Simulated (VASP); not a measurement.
# Hf2B3 (Pm-3m) in VASP: a series of runs, part 2 of 2

VASP 6.6.1. The steps go on from the part before.

## 3. Relaxation of cell and atoms, PBE (random cell by space group and Wyckoff sites (Pm-3m, No. 221))

Contents of INCAR:

```
PREC     = Accurate       # precision mode
ENCUT    = 600            # plane-wave cutoff, eV
EDIFF    = 1E-7           # SCF threshold, eV
ISMEAR   = 0              # smearing method
SIGMA    = 0.1            # smearing width, eV
LREAL    = F              # projectors in reciprocal space
LASPH    = T              # aspherical terms in the spheres
NELM     = 100            # most SCF steps
ALGO     = Normal         # electronic algorithm
ISIF     = 3              # what is computed and relaxed
LWAVE    = F              # write WAVECAR
LCHARG   = F              # write CHGCAR
GGA      = PE             # functional
IBRION   = 2              # ionic algorithm
NSW      = 100            # ionic steps
EDIFFG   = -0.01          # ionic threshold
```

Contents of KPOINTS:

```
Automatic mesh
0
Gamma
  10 10 10
```

Contents of POSCAR:

```
Hf2B3
1.0
    4.1745886424      0.0000000000      0.0000000000
    0.0000000000      4.1745886424      0.0000000000
    0.0000000000      0.0000000000      4.1745886424
Hf B
2 3
Direct
    0.0000000000      0.0000000000      0.0000000000
    0.5000000000      0.5000000000      0.5000000000
    0.5000000000      0.0000000000      0.0000000000
    0.0000000000      0.5000000000      0.0000000000
    0.0000000000      0.0000000000      0.5000000000
```

Potentials or basis: VASP PAW PBE potentials, release 64 (Hf_pv, B).

On the command line:

```sh
$ cat potpaw_PBE.64/Hf_pv/POTCAR potpaw_PBE.64/B/POTCAR > POTCAR
$ mpirun -np 1 vasp_std > vasp.out
```

OUTCAR:

```text
PREC = Accurate
   ENCUT = 600
   EDIFF = 1E-7
   ISMEAR = 0
   LREAL = F
   LASPH = T
   NELM = 100
   ISIF = 3
   GGA = PE
   IBRION = 2
   NSW = 100
   EDIFFG = -0.01

 ion  position               nearest neighbor table
   1  0.000  0.000  0.000-   3 2.09   4 2.09   5 2.09   5 2.09   4 2.09   3 2.09   2 3.62   2 3.62
                             2 3.62   2 3.62   2 3.62   2 3.62   2 3.62   2 3.62
   2  0.500  0.500  0.500-   3 2.95   4 2.95   5 2.95   3 2.95   4 2.95   3 2.95   5 2.95   3 2.95
                             4 2.95   5 2.95   4 2.95   5 2.95   1 3.62   1 3.62   1 3.62   1 3.62
   3  0.500  0.000  0.000-   1 2.09   1 2.09   2 2.95   2 2.95   2 2.95   2 2.95
   4  0.000  0.500  0.000-   1 2.09   1 2.09   2 2.95   2 2.95   2 2.95   2 2.95
   5  0.000  0.000  0.500-   1 2.09   1 2.09   2 2.95   2 2.95   2 2.95   2 2.95

  LATTYP: Found a simple cubic cell.
 ALAT       =     4.1745886424

  Lattice vectors:

 A1 = (   4.1745886424,   0.0000000000,   0.0000000000)
 A2 = (   0.0000000000,   4.1745886424,   0.0000000000)
 A3 = (   0.0000000000,   0.0000000000,   4.1745886424)

Analysis of symmetry for initial positions (statically):
=====================================================================
 Subroutine PRICEL returns:
 Original cell was already a primitive cell.

 Routine SETGRP: Setting up the symmetry group for a
 simple cubic supercell.

 Subroutine GETGRP returns: Found 48 space group operations
 (whereof 48 operations were pure point group operations)
 out of a pool of 48 trial point group operations.

The static configuration has the point symmetry O_h .

Analysis of symmetry for dynamics (positions and initial velocities):
=====================================================================
 Subroutine PRICEL returns:
 Original cell was already a primitive cell.

 Routine SETGRP: Setting up the symmetry group for a
 simple cubic supercell.

 Subroutine GETGRP returns: Found 48 space group operations
 (whereof 48 operations were pure point group operations)
 out of a pool of 48 trial point group operations.
[... 133 lines left out ...]
   LHFCALC =     F    Hartree Fock is set to
   AEXX    =    0.0000 exact exchange contribution
   IVDW    =     0    specifies the selected vdW correction
   LEPSILON=     F    determine dielectric tensor
   LRPA    =     F    only Hartree local field effects (RPA)
 conjugate gradient relaxation of ions
 non-spin polarized calculation
 Gauss-broadening in eV      SIGMA  =   0.10
  energy-cutoff  :      600.00
  volume of cell :       72.75
 maximum number of plane-waves:      2469
 NGX is ok and might be reduce to    36
   NGX = 17   NGY = 17   NGZ = 17

--------------------------------------- Ionic step        1  -------------------------------------------

 number of electron      29.0000003 magnetization

 Free energy of the ion-electron system (eV)
  ---------------------------------------------------
  ext. energy  EPLUGINS =         0.00000000
  ---------------------------------------------------
  free energy    TOTEN  =       -34.73981668 eV

  energy without entropy =      -34.72901525  energy(sigma->0) =      -34.73441597

------------------------ aborting loop because EDIFF is reached ----------------------------------------

  FORCE on cell =-STRESS in cart. coord.  units (eV):
  Direction    XX          YY          ZZ          XY          YZ          ZX
  --------------------------------------------------------------------------------------
  -------------------------------------------------------------------------------------
  Total        0.4748331      0.4748331      0.4748331      0.0000000      0.0000000     -0.0000000
  in kB       10.4570809     10.4570809     10.4570809      0.0000000      0.0000000     -0.0000000
  external PRESSURE =      10.4570809 kB  Pullay stress =       0.0000000 kB
[... 65 lines left out ...]
--------------------------------------- Ionic step        3  -------------------------------------------

 number of electron      29.0000003 magnetization

 Free energy of the ion-electron system (eV)
  ---------------------------------------------------
  ext. energy  EPLUGINS =         0.00000000
  ---------------------------------------------------
  free energy    TOTEN  =       -34.74209147 eV

  energy without entropy =      -34.73060094  energy(sigma->0) =      -34.73634621

 E-fermi :   4.5230     XC(G=0): -10.9894

 val. band max:        4.5075366572   @ k =   0.4000   0.4000   0.2000
 cond. band min:       4.5261956799   @ k =   0.3000   0.2000   0.0000
 fundamental gap:      0.0186590227
 Fermi energy:         4.5229948085

 k-point     1 :       0.0000    0.0000    0.0000
  band No.  band energies     occupation
      1     -27.7854      2.00000
      2     -27.7854      2.00000
      3     -27.7854      2.00000
      4     -24.5263      2.00000
      5     -24.5263      2.00000
      6     -24.5263      2.00000
[... 481 lines left out ...]
      5     -24.5250      2.00000
      6     -24.5249      2.00000
[... 10 lines left out ...]
     17       5.6500      0.00000
     18       6.9243      0.00000

 [... further k-points ...]
[... 5 lines left out ...]
  --------------------------------------------------------------------------------------
  -------------------------------------------------------------------------------------
  Total        0.0009689      0.0009689      0.0009689      0.0000000      0.0000000      0.0000000
  in kB        0.0211330      0.0211330      0.0211330      0.0000000      0.0000000      0.0000000
  external PRESSURE =       0.0211330 kB  Pullay stress =       0.0000000 kB
[... 20 lines left out ...]
  FREE ENERGIE OF THE ION-ELECTRON SYSTEM (eV)
  ---------------------------------------------------
  free  energy   TOTEN  =       -34.7420914742 eV

  energy  without entropy=      -34.7306009445  energy(sigma->0) =      -34.73634621

 reached required accuracy - stopping structural energy minimisation
```

Run time: 3 min. Hardware: 1 thread of Intel Xeon Platinum 8488C (Sapphire Rapids), shared host; peak memory 0.26 GiB.

What came out:

```yaml
Free_energy: -34.7421 eV
Relaxed_volume: 14.69 Å³/atom
Relaxed_cell: a = 4.188 Å, b = 4.188 Å, c = 4.188 Å, α = 90.00°, β = 90.00°, γ = 90.00°
Space_group_after_relaxing_to_0.05_Å: Pm-3m (No. 221)
Energy_gained_by_relaxing: 0.5 meV/atom
Ionic_steps: 3
Pressure_after_relaxing: 0.0 GPa
Band_gap_on_the_k_mesh: none (metal or under the smearing width)
```

The path:
```tsv
step	energy change (eV)	largest force (eV/Å)	pressure (GPa)	volume (Å³)
1	0.0000	0.0000	1.05	72.75
2	-0.0019	0.0000	-0.42	73.76
3	-0.0023	0.0000	0.00	73.46
```

Final structure:
```xyz
5
Lattice="4.1880 0.0000 0.0000 0.0000 4.1880 0.0000 0.0000 0.0000 4.1880" Properties=species:S:1:pos:R:3 pbc="T T T"
Hf    0.0000    0.0000    0.0000
Hf    2.0940    2.0940    2.0940
B     2.0940    0.0000    0.0000
B     0.0000    2.0940    0.0000
B     0.0000    0.0000    2.0940
```

Spin-orbit coupling is left out, which matters for the levels of Hf.
